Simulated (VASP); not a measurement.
# TaC (Fm-3m) in VASP: a series of runs

One crystal, TaC, is run at these levels: PBEsol, RPBE, LDA; tasks: relaxation of cell and atoms.

All numbers are computed with VASP 6.6.1; they aren't measurements. Logs are shortened: lines on timing, memory, paths and dates and some standing lists are left out, and cuts for length are marked.

### Step 1. Starting point

Symmetry: Fm-3m, No. 225, cubic system. The conventional cell has a = 4.468 Å, b = 4.468 Å, c = 4.468 Å, α = 90.00°, β = 90.00°, γ = 90.00°. Around Ta (site symmetry m-3m) lie 6 C at 2.23 Å. Around C (site symmetry m-3m) lie 6 Ta at 2.23 Å.

The cell is a database's computed one.

### Step 2. Relaxation of cell and atoms, PBEsol

File INCAR:

```
ALGO     = Fast           # electronic algorithm
EDIFF    = 1E-7           # SCF threshold, eV
EDIFFG   = -0.005         # ionic threshold
ENCUT    = 580            # plane-wave cutoff, eV
GGA      = PS             # functional
IBRION   = 2              # ionic algorithm
ISIF     = 3              # what is computed and relaxed
ISMEAR   = 0              # smearing method
LASPH    = T              # aspherical terms in the spheres
LCHARG   = F              # write CHGCAR
LREAL    = F              # projectors in reciprocal space
LWAVE    = F              # write WAVECAR
NELM     = 60             # most SCF steps
NSW      = 90             # ionic steps
PREC     = Accurate       # precision mode
SIGMA    = 0.1            # smearing width, eV
```

File KPOINTS:

```
k-points
0
Gamma
  16 16 16
```

File POSCAR:

```
TaC
1.0
    0.0000000000      2.2338976900      2.2338976900
    2.2338976900      0.0000000000      2.2338976900
    2.2338976900      2.2338976900      0.0000000000
Ta C
1 1
Direct
    0.0000000000      0.0000000000      0.0000000000
    0.5000000000      0.5000000000      0.5000000000
```

Potentials or basis: VASP PAW PBE potentials, release 64 (Ta, C).

On the command line:

```bash
> cat potpaw_PBE.64/Ta/POTCAR potpaw_PBE.64/C/POTCAR > POTCAR
> mpirun -np 1 vasp_std > vasp.out
```

OUTCAR:

```text
EDIFF = 1E-7
   EDIFFG = -0.005
   ENCUT = 580
   GGA = PS
   IBRION = 2
   ISIF = 3
   ISMEAR = 0
   LASPH = T
   LREAL = F
   NELM = 60
   NSW = 90
   PREC = Accurate

 ion  position               nearest neighbor table
   1  0.000  0.000  0.000-   2 2.23   2 2.23   2 2.23   2 2.23   2 2.23   2 2.23
   2  0.500  0.500  0.500-   1 2.23   1 2.23   1 2.23   1 2.23   1 2.23   1 2.23

  LATTYP: Found a face centered cubic cell.
 ALAT       =     4.4677953800

  Lattice vectors:

 A1 = (   0.0000000000,   2.2338976900,   2.2338976900)
 A2 = (   2.2338976900,   0.0000000000,   2.2338976900)
 A3 = (   2.2338976900,   2.2338976900,   0.0000000000)

Analysis of symmetry for initial positions (statically):
=====================================================================
 Subroutine PRICEL returns:
 Original cell was already a primitive cell.

 Routine SETGRP: Setting up the symmetry group for a
 face centered cubic supercell.

 Subroutine GETGRP returns: Found 48 space group operations
 (whereof 48 operations were pure point group operations)
 out of a pool of 48 trial point group operations.

The static configuration has the point symmetry O_h .

Analysis of symmetry for dynamics (positions and initial velocities):
=====================================================================
 Subroutine PRICEL returns:
 Original cell was already a primitive cell.

 Routine SETGRP: Setting up the symmetry group for a
 face centered cubic supercell.

 Subroutine GETGRP returns: Found 48 space group operations
 (whereof 48 operations were pure point group operations)
 out of a pool of 48 trial point group operations.

The dynamic configuration has the point symmetry O_h .

 Subroutine INISYM returns: Found 48 space group operations
 (whereof 48 operations are pure point group operations),
 and found     1 'primitive' translations

----------------------------------------------------------------------------------------

                                     Primitive cell

  volume of cell :      22.2956

  direct lattice vectors                    reciprocal lattice vectors
     0.000000000  2.233897690  2.233897690    -0.223824037  0.223824037  0.223824037
     2.233897690  0.000000000  2.233897690     0.223824037 -0.223824037  0.223824037
     2.233897690  2.233897690  0.000000000     0.223824037  0.223824037 -0.223824037

  length of vectors
     3.159208410  3.159208410  3.159208410     0.387674605  0.387674605  0.387674605

  position of ions in fractional coordinates (direct lattice)
     0.000000000  0.000000000  0.000000000
     0.500000000  0.500000000  0.500000000

  ion indices of the primitive-cell ions
   primitive index   ion index
                 1           1
                 2           2

----------------------------------------------------------------------------------------

 KPOINTS: k-points

Automatic generation of k-mesh.
 Grid dimensions read from file:
 generate k-points for:   16   16   16

 Generating k-lattice:

  Cartesian coordinates                     Fractional coordinates (reciprocal lattice)
    -0.013989002  0.013989002  0.013989002     0.062500000  0.000000000  0.000000000
     0.013989002 -0.013989002  0.013989002     0.000000000  0.062500000  0.000000000
     0.013989002  0.013989002 -0.013989002     0.000000000  0.000000000  0.062500000

  Length of vectors
     0.024229663  0.024229663  0.024229663

  Shift w.r.t. Gamma in fractional coordinates (k-lattice)
     0.000000000  0.000000000  0.000000000

 Subroutine IBZKPT returns following result:
 ===========================================

 Found    145 irreducible k-points:

 Following reciprocal coordinates:
            Coordinates               Weight
  0.000000  0.000000  0.000000      1.000000
  0.062500  0.000000  0.000000      8.000000
  0.125000  0.000000  0.000000      8.000000
  0.187500  0.000000  0.000000      8.000000
  0.250000  0.000000  0.000000      8.000000
  0.312500  0.000000  0.000000      8.000000
[... 16 lines left out ...]
 -0.125000  0.062500  0.000000     24.000000
 -0.062500  0.062500  0.000000     12.000000
 [... further k-points ...]
   k-points           NKPTS =    145   k-points in BZ     NKDIM =    145   number of bands    NBANDS=      8
   number of dos      NEDOS =    301   number of ions     NIONS =      2
   total plane-waves  NPLWV =  21952
   dimension x,y,z NGX =    28 NGY =   28 NGZ =   28
   dimension x,y,z NGXF=    56 NGYF=   56 NGZF=   56
   ions per type =               1   1
   NGX,Y,Z   is equivalent  to a cutoff of  14.73, 14.73, 14.73 a.u.
   NGXF,Y,Z  is equivalent  to a cutoff of  29.47, 29.47, 29.47 a.u.
 SYSTEM =  unknown system
   PREC   = accura    normal or accurate (medium, high low for compatibility)
   ISTART =      0    job   : 0-new  1-cont  2-samecut
   ICHARG =      2    charge: 1-file 2-atom 10-const
   ISPIN  =      1    spin polarized calculation?
   LNONCOLLINEAR =      F non collinear calculations
   LSORBIT =      F    spin-orbit coupling
   LASPH  =      T    aspherical Exc in radial PAW
   ENCUT  =  580.0 eV  42.63 Ry    6.53 a.u.   6.20  6.20  6.20*2*pi/ulx,y,z
   NELM   =     60;   NELMIN=  2; NELMDL= -5     # of ELM steps
   EDIFF  = 0.1E-06   stopping-criterion for ELM
   LREAL  =      F    real-space projection
   EDIFFG = -.5E-02   stopping-criterion for IOM
   NSW    =     90    number of steps for IOM
   IBRION =      2    ionic relax: 0-MD 1-quasi-New 2-CG
   NFREE  =      1    steps in history (QN), initial steepest desc. (CG)
   ISIF   =      3    stress and relaxation
   ISYM   =      2    0-nonsym 1-usesym 2-fastsym
   POTIM  = 0.5000    time-step for ionic-motion
   TEBEG  =    0.0;   TEEND  =   0.0 temperature during run
   PSTRESS=    0.0 pullay stress
   NELECT =       9.0000    total number of electrons
   NUPDOWN=      -1.0000    fix difference up-down
   EMIN   =  10.00;   EMAX   =-10.00  energy-range for DOS
   EFERMI =   0.00;   METHOD = LEGACY
   ISMEAR =     0;   SIGMA  =   0.10  broadening in eV -4-tet -1-fermi 0-gaus
   EFERMI_NEDOS =   21; number of points for ismear=-14 and -15
   IALGO  =     68    algorithm
   IMIX   =      4    mixing-type and parameters
     AMIX     =   0.40;   BMIX     =  1.00
     AMIX_MAG =   1.60;   BMIX_MAG =  1.00
  volume/ion in A,a.u.               =      11.15        75.23
  Fermi-wavevector in a.u.,A,eV,Ry     =   1.209899  2.286377 19.916959  1.463855
  Thomas-Fermi vector in A             =   2.345462
   LORBIT       =      0    0 simple, 1 ext, 2 COOP (PROOUT), +10 PAW based schemes
   GGA     = PS    functional components
   LHFCALC =     F    Hartree Fock is set to
   AEXX    =    0.0000 exact exchange contribution
   IVDW    =     0    specifies the selected vdW correction
   LEPSILON=     F    determine dielectric tensor
   LRPA    =     F    only Hartree local field effects (RPA)
 conjugate gradient relaxation of ions
 non-spin polarized calculation
 RMM-DIIS sequential band-by-band and
 Gauss-broadening in eV      SIGMA  =   0.10
  energy-cutoff  :      580.00
  volume of cell :       22.30
 maximum number of plane-waves:       725
 NGX is ok and might be reduce to    28
   NGX = 13   NGY = 13   NGZ = 13

--------------------------------------- Ionic step        1  -------------------------------------------

 number of electron       9.0000000 magnetization

 Free energy of the ion-electron system (eV)
  ---------------------------------------------------
  ext. energy  EPLUGINS =         0.00000000
  ---------------------------------------------------
  free energy    TOTEN  =       -23.58377140 eV

  energy without entropy =      -23.58210167  energy(sigma->0) =      -23.58293653

------------------------ aborting loop because EDIFF is reached ----------------------------------------

  FORCE on cell =-STRESS in cart. coord.  units (eV):
  Direction    XX          YY          ZZ          XY          YZ          ZX
  --------------------------------------------------------------------------------------
  -------------------------------------------------------------------------------------
  Total       -0.8374243     -0.8374243     -0.8374243      0.0000000      0.0000000      0.0000000
  in kB      -60.1778033    -60.1778033    -60.1778033      0.0000000      0.0000000      0.0000000
  external PRESSURE =     -60.1778033 kB  Pullay stress =       0.0000000 kB

 VOLUME and BASIS-vectors are now :
 -----------------------------------------------------------------------------
  energy-cutoff  :      580.00
  volume of cell :       22.30
      direct lattice vectors                 reciprocal lattice vectors
     0.000000000  2.233897690  2.233897690    -0.223824037  0.223824037  0.223824037
     2.233897690  0.000000000  2.233897690     0.223824037 -0.223824037  0.223824037
     2.233897690  2.233897690  0.000000000     0.223824037  0.223824037 -0.223824037
[... 73 lines left out ...]
 POSITION                                       TOTAL-FORCE (eV/Angst)
 -----------------------------------------------------------------------------------
      0.00000      0.00000      0.00000         0.000000      0.000000      0.000000
      2.22118      2.22118      2.22118        -0.000000     -0.000000     -0.000000
 -----------------------------------------------------------------------------------
    total drift:                                0.000000      0.000000      0.000000

  FREE ENERGIE OF THE ION-ELECTRON SYSTEM (eV)
  ---------------------------------------------------
  free  energy   TOTEN  =       -23.5911392697 eV

  energy  without entropy=      -23.5895065451  energy(sigma->0) =      -23.59032291

--------------------------------------- Ionic step        4  -------------------------------------------

 number of electron       9.0000000 magnetization

 Free energy of the ion-electron system (eV)
  ---------------------------------------------------
  ext. energy  EPLUGINS =         0.00000000
  ---------------------------------------------------
  free energy    TOTEN  =       -23.59114182 eV

  energy without entropy =      -23.58951008  energy(sigma->0) =      -23.59032595

 E-fermi :   8.5428     XC(G=0): -13.1842

 val. band max:        8.5166318572   @ k =   0.4375   0.1875   0.0625
 cond. band min:       8.5653319067   @ k =   0.1250   0.0625   0.0000
 fundamental gap:      0.0487000495
 Fermi energy:         8.5427812364

 k-point     1 :       0.0000    0.0000    0.0000
  band No.  band energies     occupation
      1      -6.2659      2.00000
      2       7.1966      2.00000
      3       7.1966      2.00000
      4       7.1966      2.00000
      5       8.1357      2.00000
      6       8.1357      2.00000
      7       8.1357      2.00000
      8       9.2181      0.00000

 k-point     2 :       0.0625    0.0000    0.0000
  band No.  band energies     occupation
      1      -6.1592      2.00000
      2       6.6107      2.00000
      3       6.9620      2.00000
      4       6.9620      2.00000
      5       7.7253      2.00000
      6       7.7253      2.00000
      7       8.4847      1.58842
      8      10.0860      0.00000
[... 221 lines left out ...]
 k-point    23 :      -0.1250    0.0625    0.0000
  band No.  band energies     occupation
      1      -5.6128      2.00000
      2       5.0569      2.00000
      3       5.5176      2.00000
      4       5.6730      2.00000
      5       7.6814      2.00000
      6       8.6304      0.21533
      7       9.3053      0.00000
      8      11.2249      0.00000

 k-point    24 :      -0.0625    0.0625    0.0000
  band No.  band energies     occupation
      1      -5.9847      2.00000
      2       6.1089      2.00000
      3       6.2797      2.00000
      4       6.4404      2.00000
      5       7.3674      2.00000
      6       8.2985      1.99945
      7       8.9205      0.00000
      8      10.2218      0.00000

 [... further k-points ...]

------------------------ aborting loop because EDIFF is reached ----------------------------------------

  FORCE on cell =-STRESS in cart. coord.  units (eV):
  Direction    XX          YY          ZZ          XY          YZ          ZX
  --------------------------------------------------------------------------------------
  -------------------------------------------------------------------------------------
  Total        0.0020046      0.0020046      0.0020046      0.0000000     -0.0000000      0.0000000
  in kB        0.1465936      0.1465936      0.1465936      0.0000000     -0.0000000      0.0000000
  external PRESSURE =       0.1465936 kB  Pullay stress =       0.0000000 kB

 VOLUME and BASIS-vectors are now :
 -----------------------------------------------------------------------------
  energy-cutoff  :      580.00
  volume of cell :       21.91
      direct lattice vectors                 reciprocal lattice vectors
     0.000000000  2.220927268  2.220927268    -0.225131191  0.225131191  0.225131191
     2.220927268  0.000000000  2.220927268     0.225131191 -0.225131191  0.225131191
     2.220927268  2.220927268 -0.000000000     0.225131191  0.225131191 -0.225131191

 POSITION                                       TOTAL-FORCE (eV/Angst)
 -----------------------------------------------------------------------------------
      2.22093      4.44185      2.22093         0.000000     -0.000000     -0.000000
      2.22093      2.22093      2.22093        -0.000000      0.000000      0.000000
 -----------------------------------------------------------------------------------
    total drift:                                0.000000      0.000000      0.000000

  FREE ENERGIE OF THE ION-ELECTRON SYSTEM (eV)
  ---------------------------------------------------
  free  energy   TOTEN  =       -23.5911418213 eV

  energy  without entropy=      -23.5895100757  energy(sigma->0) =      -23.59032595

 reached required accuracy - stopping structural energy minimisation
```

Wall time 61 s (1 thread of AMD EPYC 9R45 (Zen 5), shared host); peak memory 0.17 GiB.

Results:

```yaml
Free_energy: -23.5911 eV
Relaxed_volume: 10.95 Å³/atom
Relaxed_cell: a = 3.141 Å, b = 3.141 Å, c = 3.141 Å, α = 60.00°, β = 60.00°, γ = 60.00°
Space_group_after_relaxing_to_0.05_Å: Fm-3m (No. 225)
Energy_gained_by_relaxing: 3.7 meV/atom
Ionic_steps: 4
Pressure_after_relaxing: 0.0 GPa
Band_gap_on_the_k_mesh: none (metal or under the smearing width)
```

The path:
```csv
step,energy change (eV),largest force (eV/Å),pressure (GPa),volume (Å³)
1,0.0000,0.0000,-6.02,22.30
2,0.0413,0.0000,17.26,20.97
3,-0.0074,0.0000,-0.10,21.92
4,-0.0074,0.0000,0.01,21.91
```

Final structure:
```xyz
2
Lattice="0.0000 2.2209 2.2209 2.2209 0.0000 2.2209 2.2209 2.2209 0.0000" Properties=species:S:1:pos:R:3 pbc="T T T"
Ta    2.2209    4.4419    2.2209
C     2.2209    2.2209    2.2209
```

Levels at points of the mesh, in eV from the Fermi level:
```
           k point  band 1  band 2  band 3  band 4  band 5  band 6  band 7  band 8
(0.00, 0.00, 0.00)  -14.81   -1.35   -1.35   -1.35   -0.41   -0.41   -0.41    0.68
(0.50, 0.00, 0.00)  -10.37   -8.78   -5.49   -5.49    2.78    2.78    3.78    5.45
(0.50, 0.50, 0.00)  -12.67   -4.62   -4.60   -1.71   -1.71    2.67    4.17    4.17
```

Caveat: the PAW data sets were made with another functional, which shifts forces and pressure a little. The run has no spin-orbit coupling, so splittings on Ta are missing.

### Step 3. Relaxation of cell and atoms, PBEsol

Edit INCAR of step 2 so:

```diff
@@ -3,3 +3,3 @@
 EDIFFG   = -0.005         # ionic threshold
-ENCUT    = 580            # plane-wave cutoff, eV
+ENCUT    = 480            # plane-wave cutoff, eV
 GGA      = PS             # functional
```

KPOINTS is that of step 2.

POSCAR is that of step 2.

Potentials or basis: VASP PAW PBE potentials, release 64 (Ta_pv, C_s).

On the command line:

```bash
> cat potpaw_PBE.64/Ta_pv/POTCAR potpaw_PBE.64/C_s/POTCAR > POTCAR
> mpirun -np 1 vasp_std > vasp.out
```

Wall time 70 s (1 thread of AMD EPYC 9R45 (Zen 5), shared host); peak memory 0.15 GiB.

It converged, with:

- Free energy: -23.5277 eV
- Relaxed volume: 10.96 Å³/atom
- Relaxed cell: a = 3.142 Å, b = 3.142 Å, c = 3.142 Å, α = 60.00°, β = 60.00°, γ = 60.00°
- Space group after relaxing (to 0.05 Å): Fm-3m (No. 225)
- Energy gained by relaxing: 3.3 meV/atom
- Ionic steps: 4
- Pressure after relaxing: 0.0 GPa
- Band gap on the k mesh: none (metal or under the smearing width)

The path:
| step | energy change (eV) | largest force (eV/Å) | pressure (GPa) | volume (Å³) |
| --- | --- | --- | --- | --- |
| 1 | 0.0000 | 0.0000 | -5.56 | 22.30 |
| 2 | 0.0322 | 0.0000 | 15.00 | 21.07 |
| 3 | -0.0065 | 0.0000 | -0.08 | 21.93 |
| 4 | -0.0065 | 0.0000 | 0.03 | 21.92 |

Final structure:
```cif
data_structure
_symmetry_space_group_name_H-M 'P 1'
_symmetry_Int_Tables_number 1
_cell_length_a 3.1416
_cell_length_b 3.1416
_cell_length_c 3.1416
_cell_angle_alpha 60.000
_cell_angle_beta 60.000
_cell_angle_gamma 60.000
_cell_volume 21.92
loop_
_atom_site_label
_atom_site_type_symbol
_atom_site_fract_x
_atom_site_fract_y
_atom_site_fract_z
_atom_site_occupancy
Ta1 Ta 0.00000 0.00000 0.00000 1
C1 C 0.50000 0.50000 0.50000 1
```

Levels at points of the mesh, in eV from the Fermi level:
| k point | band 5 | band 6 | band 7 | band 8 | band 9 | band 10 | band 11 |
| --- | --- | --- | --- | --- | --- | --- | --- |
| (0.00, 0.00, 0.00) | -1.34 | -1.34 | -1.34 | -0.41 | -0.41 | -0.41 | 0.68 |
| (0.50, 0.00, 0.00) | -8.79 | -5.50 | -5.50 | 2.78 | 2.78 | 3.78 | 5.45 |
| (0.50, 0.50, 0.00) | -4.60 | -4.58 | -1.71 | -1.71 | 2.67 | 4.18 | 4.18 |

Caveat: the PAW data sets were made with another functional, which shifts forces and pressure a little.

### Step 4. Relaxation of cell and atoms, RPBE

Edit INCAR of step 3 so:

```diff
@@ -3,4 +3,4 @@
 EDIFFG   = -0.005         # ionic threshold
-ENCUT    = 480            # plane-wave cutoff, eV
-GGA      = PS             # functional
+ENCUT    = 600            # plane-wave cutoff, eV
+GGA      = RP             # functional
 IBRION   = 2              # ionic algorithm
```

KPOINTS is that of step 3.

POSCAR is that of step 3.

Potentials or basis: VASP PAW PBE potentials, release 64 (Ta_pv, C).

On the command line:

```bash
> cat potpaw_PBE.64/Ta_pv/POTCAR potpaw_PBE.64/C/POTCAR > POTCAR
> mpirun -np 1 vasp_std > vasp.out
```

Run time: 91 s. Hardware: 1 thread of AMD EPYC 9R45 (Zen 5), shared host; peak memory 0.18 GiB.

The run converged. Its results:

```yaml
Free_energy: -21.2244 eV
Relaxed_volume: 11.37 Å³/atom
Relaxed_cell: a = 3.180 Å, b = 3.180 Å, c = 3.180 Å, α = 60.00°, β = 60.00°, γ = 60.00°
Space_group_after_relaxing_to_0.05_Å: Fm-3m (No. 225)
Energy_gained_by_relaxing: 4.3 meV/atom
Ionic_steps: 4
Pressure_after_relaxing: 0.0 GPa
Band_gap_on_the_k_mesh: none (metal or under the smearing width)
```

Step by step:
```csv
step,energy change (eV),largest force (eV/Å),pressure (GPa),volume (Å³)
1,0.0000,0.0000,6.43,22.30
2,0.0337,0.0000,-12.65,23.77
3,-0.0087,0.0000,-0.10,22.75
4,-0.0087,0.0000,0.03,22.74
```

Final structure:
```yaml
crystal:
  lattice:
    - [0.00000, 2.24851, 2.24851]
    - [2.24851, 0.00000, 2.24851]
    - [2.24851, 2.24851, 0.00000]
  atoms:
    - { symbol: Ta, position: [0.00000, 0.00000, 0.00000] }
    - { symbol: C, position: [0.50000, 0.50000, 0.50000] }
```

Levels at points of the mesh, in eV from the Fermi level:
```csv
k point,band 6,band 7,band 8,band 9,band 10,band 11
"(0.00, 0.00, 0.00)",-1.26,-1.26,-0.45,-0.45,-0.45,0.64
"(0.50, 0.00, 0.00)",-5.32,-5.32,2.64,2.64,3.58,5.28
"(0.50, 0.50, 0.00)",-4.37,-1.76,-1.76,2.51,3.95,3.95
```

Caveat: the PAW data sets were made with another functional, which shifts forces and pressure a little. The run has no spin-orbit coupling, so splittings on Ta are missing.

(Part 1 of 3 ends here.)
